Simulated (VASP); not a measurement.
# Mg (Fm-3m) in VASP: a series of runs

One crystal, Mg, is run at these levels: LDA; tasks: single point.

All numbers are computed with VASP 6.6.1; they aren't measurements. Logs are shortened: lines on timing, memory, paths and dates and some standing lists are left out, and cuts for length are marked.

## 1. The structure

The structure is cubic, space group Fm-3m (No. 225). The conventional cell has a = 4.489 Å, b = 4.489 Å, c = 4.489 Å, α = 90.00°, β = 90.00°, γ = 90.00°. Around Mg (site symmetry m-3m) lie 12 Mg at 3.17 Å.

This isn't the form of Mg at room conditions, which is hcp.

## 2. Single point, LDA

INCAR reads:

```
ALGO     = Normal         # electronic algorithm
EDIFF    = 1E-6           # SCF threshold, eV
ENCUT    = 520            # plane-wave cutoff, eV
GGA      = CA             # functional
ISIF     = 2              # what is computed and relaxed
ISMEAR   = 0              # smearing method
LASPH    = T              # aspherical terms in the spheres
LCHARG   = T              # write CHGCAR
LELF     = T              # ELF
LREAL    = F              # projectors in reciprocal space
LVHAR    = T            
LWAVE    = F              # write WAVECAR
NBANDS   = 7              # bands
NELM     = 100            # most SCF steps
PREC     = Accurate       # precision mode
SIGMA    = 0.15           # smearing width, eV
```

KPOINTS reads:

```
k-points
0
Gamma
  20 20 20
```

POSCAR reads:

```
Mg
1.0
    0.0000000000      2.2442560000      2.2442560000
    2.2442560000      0.0000000000      2.2442560000
    2.2442560000      2.2442560000      0.0000000000
Mg
1
Direct
    0.0000000000      0.0000000000      0.0000000000
```

Potentials or basis: VASP PAW LDA potentials, release 64 (Mg).

Started as:

```
> cat potpaw_LDA.64/Mg/POTCAR > POTCAR
> mpirun -np 1 vasp_std > vasp.out
```

OUTCAR:

```text
EDIFF = 1E-6
   ENCUT = 520
   GGA = CA
   ISIF = 2
   ISMEAR = 0
   LASPH = T
   LREAL = F
   NELM = 100
   PREC = Accurate

 ion  position               nearest neighbor table
   1  0.000  0.000  0.000-

  LATTYP: Found a face centered cubic cell.
 ALAT       =     4.4885120000

  Lattice vectors:

 A1 = (   0.0000000000,   2.2442560000,   2.2442560000)
 A2 = (   2.2442560000,   0.0000000000,   2.2442560000)
 A3 = (   2.2442560000,   2.2442560000,   0.0000000000)

Analysis of symmetry for initial positions (statically):
=====================================================================
 Subroutine PRICEL returns:
 Original cell was already a primitive cell.

 Routine SETGRP: Setting up the symmetry group for a
 face centered cubic supercell.

 Subroutine GETGRP returns: Found 48 space group operations
 (whereof 48 operations were pure point group operations)
 out of a pool of 48 trial point group operations.

The static configuration has the point symmetry O_h .

Analysis of symmetry for dynamics (positions and initial velocities):
=====================================================================
 Subroutine PRICEL returns:
 Original cell was already a primitive cell.

 Routine SETGRP: Setting up the symmetry group for a
 face centered cubic supercell.

 Subroutine GETGRP returns: Found 48 space group operations
 (whereof 48 operations were pure point group operations)
 out of a pool of 48 trial point group operations.

The dynamic configuration has the point symmetry O_h .

 Subroutine INISYM returns: Found 48 space group operations
 (whereof 48 operations are pure point group operations),
 and found     1 'primitive' translations

----------------------------------------------------------------------------------------

                                     Primitive cell

  volume of cell :      22.6072

  direct lattice vectors                    reciprocal lattice vectors
     0.000000000  2.244256000  2.244256000    -0.222790983  0.222790983  0.222790983
     2.244256000  0.000000000  2.244256000     0.222790983 -0.222790983  0.222790983
     2.244256000  2.244256000  0.000000000     0.222790983  0.222790983 -0.222790983

  length of vectors
     3.173857273  3.173857273  3.173857273     0.385885302  0.385885302  0.385885302

  position of ions in fractional coordinates (direct lattice)
     0.000000000  0.000000000  0.000000000

  ion indices of the primitive-cell ions
   primitive index   ion index
                 1           1

----------------------------------------------------------------------------------------
[... 75 lines left out ...]
   NFREE  =      0    steps in history (QN), initial steepest desc. (CG)
   ISIF   =      2    stress and relaxation
   ISYM   =      2    0-nonsym 1-usesym 2-fastsym
   POTIM  = 0.5000    time-step for ionic-motion
   TEBEG  =    0.0;   TEEND  =   0.0 temperature during run
   PSTRESS=    0.0 pullay stress
   NELECT =       2.0000    total number of electrons
   NUPDOWN=      -1.0000    fix difference up-down
   EMIN   =  10.00;   EMAX   =-10.00  energy-range for DOS
   EFERMI =   0.00;   METHOD = LEGACY
   ISMEAR =     0;   SIGMA  =   0.15  broadening in eV -4-tet -1-fermi 0-gaus
   EFERMI_NEDOS =   21; number of points for ismear=-14 and -15
   IALGO  =     38    algorithm
   IMIX   =      4    mixing-type and parameters
     AMIX     =   0.40;   BMIX     =  1.00
     AMIX_MAG =   1.60;   BMIX_MAG =  1.00
  volume/ion in A,a.u.               =      22.61       152.56
  Fermi-wavevector in a.u.,A,eV,Ry     =   0.729462  1.378483  7.239854  0.532114
  Thomas-Fermi vector in A             =   1.821189
   LORBIT       =      0    0 simple, 1 ext, 2 COOP (PROOUT), +10 PAW based schemes
   GGA     = CA    functional components
   LHFCALC =     F    Hartree Fock is set to
   AEXX    =    0.0000 exact exchange contribution
   IVDW    =     0    specifies the selected vdW correction
   LEPSILON=     F    determine dielectric tensor
   LRPA    =     F    only Hartree local field effects (RPA)
 non-spin polarized calculation
 Gauss-broadening in eV      SIGMA  =   0.15
  energy-cutoff  :      520.00
  volume of cell :       22.61
 maximum number of plane-waves:       620
   NGX = 11   NGY = 11   NGZ = 11

 number of electron       2.0000000 magnetization

 Free energy of the ion-electron system (eV)
  ---------------------------------------------------
  ext. energy  EPLUGINS =         0.00000000
  ---------------------------------------------------
  free energy    TOTEN  =        -1.79374764 eV

  energy without entropy =       -1.78829332  energy(sigma->0) =       -1.79102048

 E-fermi :   2.5308     XC(G=0):  -8.7294

 val. band max:        2.5251818636   @ k =  -0.4000   0.2000   0.0000
 cond. band min:       2.5543728675   @ k =  -0.4000   0.4000   0.0500
 fundamental gap:      0.0291910040
 Fermi energy:         2.5308087005

 k-point     1 :       0.0000    0.0000    0.0000
  band No.  band energies     occupation
      1      -4.4365      2.00000
      2      14.9368      0.00000
      3      14.9368      0.00000
      4      14.9368      0.00000
      5      16.8143      0.00000
      6      16.8143      0.00000
      7      16.8143      0.00000
[... 221 lines left out ...]
 k-point    24 :      -0.3500    0.0500    0.0000
  band No.  band energies     occupation
      1      -1.4180      2.00000
      2       4.2574      0.00000
      3      12.4039      0.00000
      4      14.2893      0.00000
      5      14.9104      0.00000
      6      15.6842      0.00000
      7      16.6858      0.00000

 [... further k-points ...]

------------------------ aborting loop because EDIFF is reached ----------------------------------------

  FORCE on cell =-STRESS in cart. coord.  units (eV):
  Direction    XX          YY          ZZ          XY          YZ          ZX
  --------------------------------------------------------------------------------------
  -------------------------------------------------------------------------------------
  Total       -0.2293692     -0.2293692     -0.2293692     -0.0000000     -0.0000000      0.0000000
  in kB      -16.2554289    -16.2554289    -16.2554289     -0.0000000     -0.0000000      0.0000000
  external PRESSURE =     -16.2554289 kB  Pullay stress =       0.0000000 kB

 VOLUME and BASIS-vectors are now :
 -----------------------------------------------------------------------------
  energy-cutoff  :      520.00
  volume of cell :       22.61
      direct lattice vectors                 reciprocal lattice vectors
     0.000000000  2.244256000  2.244256000    -0.222790983  0.222790983  0.222790983
     2.244256000  0.000000000  2.244256000     0.222790983 -0.222790983  0.222790983
     2.244256000  2.244256000  0.000000000     0.222790983  0.222790983 -0.222790983

 POSITION                                       TOTAL-FORCE (eV/Angst)
 -----------------------------------------------------------------------------------
      0.00000      0.00000      0.00000        -0.000000     -0.000000      0.000000
 -----------------------------------------------------------------------------------
    total drift:                                0.000000      0.000000     -0.000000

  FREE ENERGIE OF THE ION-ELECTRON SYSTEM (eV)
  ---------------------------------------------------
  free  energy   TOTEN  =        -1.7937476438 eV

  energy  without entropy=       -1.7882933166  energy(sigma->0) =       -1.79102048
```

OSZICAR:

```text
N       E                     dE             d eps       ncg     rms          rms(c)
DAV:   1    -0.112976455878E+01   -0.11298E+01   -0.77463E+02  3857   0.191E+02
DAV:   2    -0.180161980527E+01   -0.67186E+00   -0.63792E+00  4669   0.113E+01
DAV:   3    -0.180405339083E+01   -0.24336E-02   -0.24319E-02  4949   0.762E-01
DAV:   4    -0.180405596736E+01   -0.25765E-05   -0.25764E-05  5236   0.187E-02
DAV:   5    -0.180405596817E+01   -0.81020E-09   -0.10348E-08  4921   0.293E-04    0.638E-01
DAV:   6    -0.179826028542E+01    0.57957E-02   -0.50526E-04  4739   0.973E-02    0.404E-01
DAV:   7    -0.179375078173E+01    0.45095E-02   -0.17374E-03  4487   0.178E-01    0.215E-02
DAV:   8    -0.179374798627E+01    0.27955E-05   -0.89455E-06  5404   0.159E-02    0.461E-03
DAV:   9    -0.179374764381E+01    0.34246E-06   -0.22615E-07  4417   0.200E-03
   1 F= -.17937476E+01 E0= -.17910205E+01  d E =-.545433E-02
```

Wall time 7.4 s (1 thread of Intel Xeon 6975P-C (Granite Rapids), shared host); peak memory 0.15 GiB.

What came out:

```yaml
Free_energy: -1.7937 eV
Pressure: -1.6 GPa
Band_gap_on_the_k_mesh: none (metal or under the smearing width)
```

Levels at points of the mesh, in eV from the Fermi level:
```csv
k point,band 1,band 2,band 3,band 4,band 5
"(0.00, 0.00, 0.00)",-6.97,12.41,12.41,12.41,14.28
"(0.50, 0.00, 0.00)",-1.69,-1.31,11.33,11.33,12.07
"(0.50, 0.50, 0.00)",-0.21,0.80,6.16,6.96,6.96
```

## 3. Single point, LDA

INCAR reads:

```
PREC = Accurate ; ENCUT = 520
EDIFF = 1E-7 ; ISMEAR = 0
SIGMA = 0.15 ; LREAL = False
LASPH = True ; NELM = 100
ALGO = Normal ; ISIF = 2
LWAVE = False ; LCHARG = False
NBANDS = 7
```

KPOINTS reads:

```
Automatic mesh
0
Gamma
  18 18 18
```

POSCAR is that of step 2.

Potentials or basis: VASP PAW LDA potentials, release 64 (Mg).

Started as:

```
> cat potpaw_LDA.64/Mg/POTCAR > POTCAR
> mpirun -np 1 vasp_std > vasp.out
```

Wall time 6.2 s (1 thread of Intel Xeon 6975P-C (Granite Rapids), shared host); peak memory 0.14 GiB.

Results (log left out):

- Free energy: -1.7941 eV
- Pressure: -1.7 GPa
- Band gap on the k mesh: none (metal or under the smearing width)

Levels at points of the mesh, in eV from the Fermi level:
```tsv
k point	band 1	band 2	band 3	band 4	band 5
(0.00, 0.00, 0.00)	-6.94	12.43	12.43	12.43	14.31
(0.50, 0.00, 0.00)	-1.66	-1.29	11.36	11.36	12.09
(0.50, 0.50, 0.00)	-0.18	0.83	6.19	6.99	6.99
```

## 4. Single point, LDA

INCAR reads:

```
SYSTEM = Mg
PREC = Accurate
ENCUT = 520
EDIFF = 1E-7
ISMEAR = 1
SIGMA = 0.15
LREAL = .FALSE.
LASPH = .TRUE.
NELM = 100
ALGO = Fast
ISIF = 2
LWAVE = .FALSE.
LCHARG = .FALSE.
NBANDS = 7
```

KPOINTS reads:

```
Automatic mesh
0
G
  18 18 18
  0 0 0
```

POSCAR is that of step 3.

Started as:

```
> cat potpaw_LDA.64/Mg/POTCAR > POTCAR
> mpirun -np 1 vasp_std > vasp.out
```

It took 6.2 s on 1 thread of Intel Xeon 6975P-C (Granite Rapids), shared host; peak memory 0.14 GiB.

The run converged. Its results:

| Item | Value |
| --- | --- |
| Free energy | -1.7915 eV |
| Pressure | -1.7 GPa |
| Band gap on the k mesh | none (metal or under the smearing width) |

Levels at points of the mesh, in eV from the Fermi level:
```csv
k point,band 1,band 2,band 3,band 4
"(0.00, 0.00, 0.00)",-6.94,12.44,12.44,12.44
"(0.50, 0.00, 0.00)",-1.66,-1.28,11.37,11.37
"(0.50, 0.50, 0.00)",-0.17,0.84,6.19,7.00
```

## 5. Summary

```tsv
k mesh	smearing	gap on the mesh (eV)	pressure (GPa)
20 × 20 × 20	gaussian 0.15 eV	none	-1.6
18 × 18 × 18	gaussian 0.15 eV	none	-1.7
18 × 18 × 18	methfessel-paxton 0.15 eV	none	-1.7
```

Alike in all rows: task single point; level LDA; potentials or basis VASP PAW LDA potentials, release 64 (Mg); no spin polarisation; cell as given; cutoff (eV) 520.

Every run on the cell as given and a fine mesh finds a metal.

Absolute energies hang on the potentials; compare differences alone.
